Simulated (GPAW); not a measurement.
Set up this calculation in GPAW 26.7.0, as an ASE script.

```yaml
Task: equation of state
Functional: OLYP
Dispersion: D3(BJ)
Potentials_or_basis: PAW data sets generated in the run's folder for this functional
Cutoff: 600 eV
Basis: pw
k_mesh: 11 × 11 × 11
Occupations: fermi-dirac, width 0.05 eV
Spin: no spin polarisation
Eigensolver: davidson
Maxiter: 150
Eos_scales: "[0.94, 0.96, 0.98, 1.0, 1.02, 1.04, 1.06]"
```

The structure of Al lies in Al.cif:

```cif
data_Al
_cell_length_a 2.86350669
_cell_length_b 2.86350669
_cell_length_c 2.86350669
_cell_angle_alpha 60.00000000
_cell_angle_beta 60.00000000
_cell_angle_gamma 60.00000000
_space_group_name_H-M_alt 'P1'
_space_group_name_Hall 'P 1'
_space_group_IT_number 1
loop_
_space_group_symop_operation_xyz
'x,y,z'
loop_
_atom_site_label
_atom_site_type_symbol
_atom_site_symmetry_multiplicity
_atom_site_Wyckoff_symbol
_atom_site_fract_x
_atom_site_fract_y
_atom_site_fract_z
_atom_site_occupancy
Al1 Al 1 a 0.0000000000 0.0000000000 0.0000000000 1
```

One way to write it, as run:

run.py

```python
from ase.calculators.mixing import SumCalculator
from ase.eos import EquationOfState
from ase.io import Trajectory, read
from ase.units import GPa
from dftd3.ase import DFTD3
from gpaw import GPAW, PW, setup_paths

setup_paths.insert(0, '.')

atoms = read('Al.cif')

traj = Trajectory('eos.traj', 'w')
volumes, energies = [], []
for x in [0.94, 0.96, 0.98, 1.0, 1.02, 1.04, 1.06]:
    a = atoms.copy()
    a.set_cell(atoms.cell * x**(1 / 3), scale_atoms=True)
    calc = GPAW(mode=PW(600),
                xc='GGA_X_OPTX+GGA_C_LYP',
                kpts={'size': (11, 11, 11), 'gamma': True},
                occupations={'name': 'fermi-dirac', 'width': 0.05},
                nbands=7,
                convergence={'density': 1e-05, 'energy': 1e-05},
                eigensolver='davidson',
                maxiter=150,
                txt=f'eos-{x:.2f}.txt')
    a.calc = SumCalculator([calc, DFTD3(method='olyp', damping='d3bj')])
    energies.append(a.get_potential_energy())
    volumes.append(a.get_volume())
    p = -a.get_stress()[:3].mean() / GPa
    calc.write(f'eos-{x:.2f}.gpw')
    traj.write(a)
    print(f'{x:.2f} {volumes[-1]:10.4f} A^3 {energies[-1]:14.6f} eV {p:9.3f} GPa', flush=True)

v0, e0, B = EquationOfState(volumes, energies, eos='birchmurnaghan').fit()
print(f'V0 = {v0:.4f} A^3, E0 = {e0:.6f} eV, B0 = {B / GPa:.2f} GPa')
```

Potentials or basis: PAW data sets generated in the run's folder for this functional, pw.

Command:

```sh
$ gpaw-setup -f GGA_X_OPTX+GGA_C_LYP Al
$ OMP_NUM_THREADS=1 python run.py
```

Results of the run:

```
Equilibrium volume : 14.59 Å³/atom (rough: see the caveat)
Bulk modulus       : 109 GPa (rough)
```

Caveat: the minimum lies outside the volumes run.

It took 38 s on 1 thread of Arm Neoverse V1, on a shared host, peak memory 0.16 GiB.
